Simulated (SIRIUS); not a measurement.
# CaSe under changes of volume

One of the cells (26.346 Å³/atom); the others are scaled copies at fixed shape and fractional positions:

```
Se Ca
1.0
     0.00000    2.97558    2.97558
     2.97558    0.00000    2.97558
     2.97558    2.97558    0.00000
Se Ca
1 1
Direct
  0.50000 0.50000 0.50000
  0.00000 0.00000 0.00000
```

* Program: SIRIUS 7.10.0
* Functional: PBEsol
* Potentials or basis: PseudoDojo 0.4.1 PBEsol standard (scalar relativistic)
* Cutoff: 1177 eV
* Density cutoff: 4707 eV
* k mesh: 8 × 8 × 8
* Occupations: fermi-dirac, width 0.05 eV
* Spin: no spin polarisation

```tsv
volume (Å³/atom)	energy over the lowest point (meV/atom)	pressure (GPa)	gap on the mesh (eV)
24.280	6.32	2.2	1.77
24.796	1.28	1.0	1.83
25.313	0.00	-0.2	1.89
26.346	7.27	-2.0	1.98
26.863	15.18	-2.9	2.03
27.379	?	?	?
```

Problem. What does the run at 27.379 Å³/atom give?

Solution. Energy over the lowest point 25.57 meV/atom; pressure -3.6 GPa; gap on the mesh 2.07 eV.

Worked out: A Birch-Murnaghan fit of order 3 (a polynomial in V^(-2/3)) to the other rows has its minimum at 25.24 Å³/atom with B0 = V·E''(V) = 52 GPa and B' = 4.2. It gives 25.54 meV/atom at 27.379 Å³/atom, against the run's 25.57, and -dE/dV = -3.6 GPa, against -3.6. A straight line through the other rows of the gap, of slope 2.53 eV per unit of ln V, extrapolates to 2.08 eV, against the run's 2.07.

Energies are extrapolated to zero smearing.

A mesh can miss the band edges. Spin-orbit coupling on Se is left out.
